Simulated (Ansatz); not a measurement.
# MgO: the cost of one run

Computed with Ansatz 0.2.0 (DFT PBEsol, scalar-relativistic, plane waves, PAW, unless a step's input says otherwise).

The COD cell was measured well above room temperature, so it is larger than a cold one.

2 further runs of the same task are left out: 1 that didn't finish, 1 set aside as unsound or not needed.

### 1 The structure to begin with

It takes space group Fm-3m (No. 225, cubic). The conventional cell has a = 4.270 Å, b = 4.270 Å, c = 4.270 Å, α = 90.00°, β = 90.00°, γ = 90.00°. Mg (site symmetry m-3m) is surrounded by 6 O at 2.14 Å. O (site symmetry m-3m) has 6 Mg at 2.14 Å as nearest neighbours.

As a file:

```
Mg O
1.0
     0.00000    2.13515    2.13515
     2.13515    0.00000    2.13515
     2.13515    2.13515    0.00000
Mg O
1 1
Cartesian
  0.0000 0.0000 0.0000
  2.1351 2.1351 2.1351
```

The structure comes from the Crystallography Open Database.

### 2 A change within the space group

What differs from the listed cell: strain xx, yy, zz, yz, xz, xy = -3.7, -3.7, -3.7, +0.0, +0.0, +0.0 %.

The input, input.yaml:

```yaml
crystal:
  lattice:
    - [0.0, 2.0569394555, 2.0569394555]
    - [2.0569394555, 0.0, 2.0569394555]
    - [2.0569394555, 2.0569394555, 0.0]
  atoms:
    - { symbol: Mg, position: [0.0, 0.0, 0.0] }
    - { symbol: O, position: [0.5, 0.5, 0.5] }
basis:
  ecutwfc: 420
kpoints:
  mp_grid: { grid: [10, 10, 10] }
hamiltonian:
  xc: pbesol
scf:
  occupations: { method: gaussian, width: 0.02 }
output:
  forces: true
  stress: true
  eigenvalues: true
  write_density: true
  write_potential: true
  elf: true
  volumetric_format: npy
```

Started as:

```
$ ansatz run input.yaml --threads 1 --pin off --max-ram 1331MiB --backend cpu --events-out ev --progress --plain --runs-dir out
```

Q: Estimate wall time and peak memory on 1 thread of an x86-64 CPU, shared host.

About 2.6 s, with a peak of 0.28 GiB.
